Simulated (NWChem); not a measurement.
P in NWChem: convergence with fft grid

Input of the first run (fft grid 16 × 16 × 12); the others differ in this setting and in those tied to it:

p.nw

```
start p
title "P converge"
memory heap 1500 mb stack 500 mb global 100 mb
geometry units angstrom nocenter noautosym noautoz print
  system crystal
    lattice_vectors
         1.6477431241   -5.4650377251    0.0000000000
         1.6477431241    5.4650377251    0.0000000000
         0.0000000000    0.0000000000    4.5436355900
  end
  P  -0.0873810000  0.1071780000 -0.4067580000
  P   0.0942290000 -0.0936500000  0.4141000000
  P  -0.4081850000  0.4067210000  0.0934990000
  P   0.4006760000 -0.4172290000 -0.0940540000
end
nwpw
  simulation_cell
    ngrid 16 16 12
  end
  xc pbe96
  cutoff 20.0
  ewald_ncut 8
  ewald_rcut 3.0
  monkhorst-pack 3 3 3
  smear 0.0018375 fermi orbitals 7
  scf pulay alpha 0.5 iterations 5 outer_iterations 1
  loop 10 10
  tolerances 1e-08 1e-08
end
set includestress .true.
task band gradient
```

Potentials or basis: NWChem's default library (pspw_default).

Command:

```console
$ nwchem p.nw > p.out
```

The cell isn't the ideal one: atoms moved at random.

Hardware: 1 thread of Arm Neoverse V1, with other jobs on the host.

**Question.** The values tried are 16 × 16 × 12, 16 × 16 × 16, 20 × 20 × 18, 24 × 24 × 24, 30 × 30 × 30, 32 × 32 × 30, 40 × 40 × 36, 48 × 48 × 48, loosest first. From which on does the gap on the mesh stay within 0.01 eV of the tightest run that finished?

**Answer.** From 20 × 20 × 18 on.

```
    fft grid  energy less the tightest run, at zero smearing (meV/atom)  pressure (GPa)  largest force (eV/Å)  gap on the mesh (eV)  SCF cycles  CPU time (s)  peak memory (GiB)
16 × 16 × 12                                                     -74.99           -1.24                 1.073                 0.719          30            30               0.08
16 × 16 × 16                                                     -30.33            4.54                 1.087                 0.716          31            43                0.1
20 × 20 × 18                                                       2.18            3.49                 1.252                 0.709          41            81               0.12
24 × 24 × 24                                                       0.37            3.13                 1.259                 0.706          38           110               0.16
30 × 30 × 30                                                      -0.02            3.15                 1.232                 0.707          28           140               0.22
32 × 32 × 30                                                       0.04            3.15                 1.312                 0.706          38           180               0.24
40 × 40 × 36                                                      -0.01            3.14                 1.238                 0.706          33           270               0.37
48 × 48 × 48                                                       0.00            3.15                 1.248                 0.706          25           390               0.63
```

Against the tightest run, the energy stays within 1 meV/atom from 24 × 24 × 24 on; the pressure stays within 0.1 GPa from 24 × 24 × 24 on. Not settled before the last step: the largest force (to 0.005 eV/Å). The tightest run that finished is the yardstick and may itself not be fully converged.

Caveat, for the tightest run too: the k mesh is coarse (spacing up to 0.66 Å⁻¹), so the values aren't converged; potentials of this library can shift pressures by several GPa and gaps by up to half an eV, enough to turn an indirect gap into a direct one; an odd mesh through Γ misses points on the zone boundary, where band edges often lie.
